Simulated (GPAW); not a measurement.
The system is ZrS2.

```xyz
3
Lattice="3.6914 0.0000 0.0000 -1.8457 3.1968 0.0000 0.0000 0.0000 6.0411" Properties=species:S:1:pos:R:3 pbc="T T T"
Zr    0.0000    0.0000    0.0000
S     0.0000    2.1312    1.4372
S     1.8457    1.0656    4.6038
```

The cell is a database's computed one.

Base run:

| Item | Value |
| --- | --- |
| Program | GPAW 26.7.0 |
| Functional | PBEsol |
| Potentials or basis | PAW data sets generated in the run's folder for this functional |
| Cutoff | 600 eV |
| Basis | pw |
| k mesh | 8 × 8 × 5 |
| Occupations | fermi-dirac, width 0.05 eV |
| Spin | no spin polarisation |
| Hubbard terms | Zr d U = 6 eV |

Its results: band gap on the k mesh 1.89 eV, indirect (least direct gap 2.63 eV); pressure 2.9 GPa; largest force 0.386 eV/Å.

**Question.** The run is repeated on the same cell with these changes: hubbard terms from Zr d U = 6 eV to none. What comes out?

**Answer.** Band gap on the k mesh 0.98 eV, indirect (least direct gap 1.58 eV); pressure -2.8 GPa; largest force 0.173 eV/Å.

The U term pushes filled and empty states of the shell apart.

Caveats: this functional lacks dispersion, which binds the layers, so the pressure and a relaxed spacing across them are unreliable.
